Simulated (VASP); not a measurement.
# InP: restarted molecular dynamics, 2 variants

InP, F-43m (no. 216), 8 atoms in the cell. PBE, molecular dynamics; PAW potentials In, P (PBE set).

| Restart from | Temperature at the end (K) | The same without a restart (K) | Potential energy at the end (eV/atom) | The same without a restart (eV/atom) | Electronic steps in the first step after the restart | Time (s) |
|---|---|---|---|---|---|---|
| CONTCAR with velocities, WAVECAR read | 438.0 | 438.0 | -3.99745 | -3.99745 | 4 | 94 |
| CONTCAR with velocities, no WAVECAR | 438.0 | 438.0 | -3.99745 | -3.99745 | 14 | 94 |

Limits: 120 fs of 8 atoms are too short for converged averages.

## Input of the first row

INCAR.step1:
```
GGA = PE
PREC = Normal
ENCUT = 260
EDIFF = 1E-6
NELMIN = 4
NELM = 60
ALGO = Normal
LREAL = Auto
LASPH = T
ISMEAR = 0
SIGMA = 0.05
ISYM = 0
LWAVE = T
LCHARG = F
IBRION = 0
NSW = 30
POTIM = 2.0
TEBEG = 600
ISIF = 2
RANDOM_SEED = 668760 0 0
MDALGO = 2
SMASS = 0
KPAR = 2
```

INCAR.step2, as INCAR.step1 but for:
```
- LWAVE = T
+ LWAVE = F
```

KPOINTS:
```
k-points
0
Monkhorst-Pack
  2 2 2
```

POSCAR.step1:
```
InP
1.0
    5.8610000000      0.0000000000      0.0000000000
    0.0000000000      5.8610000000      0.0000000000
    0.0000000000      0.0000000000      5.8610000000
In P
4 4
Direct
    0.0000000000      0.0000000000      0.0000000000
    0.0000000000      0.5000000000      0.5000000000
    0.5000000000      0.0000000000      0.5000000000
    0.5000000000      0.5000000000      0.0000000000
    0.2500000000      0.2500000000      0.2500000000
    0.2500000000      0.7500000000      0.7500000000
    0.7500000000      0.2500000000      0.7500000000
    0.7500000000      0.7500000000      0.2500000000
```

Commands (each step's output is kept before the next begins):
```
cat potpaw_PBE.64/In/POTCAR potpaw_PBE.64/P/POTCAR > POTCAR
cp INCAR.step1 INCAR
cp POSCAR.step1 POSCAR
mpirun -np 2 vasp_std > vasp.out
cp CONTCAR POSCAR
cp INCAR.step2 INCAR
mpirun -np 2 vasp_std > vasp.out
```

Changes of the last row against the first:
```
(step 1)
- LWAVE = True
+ LWAVE = False
```

VASP 6.6.1 took 94 s on 2 cores (Intel Xeon Platinum 8488C (Sapphire Rapids)), a shared host.
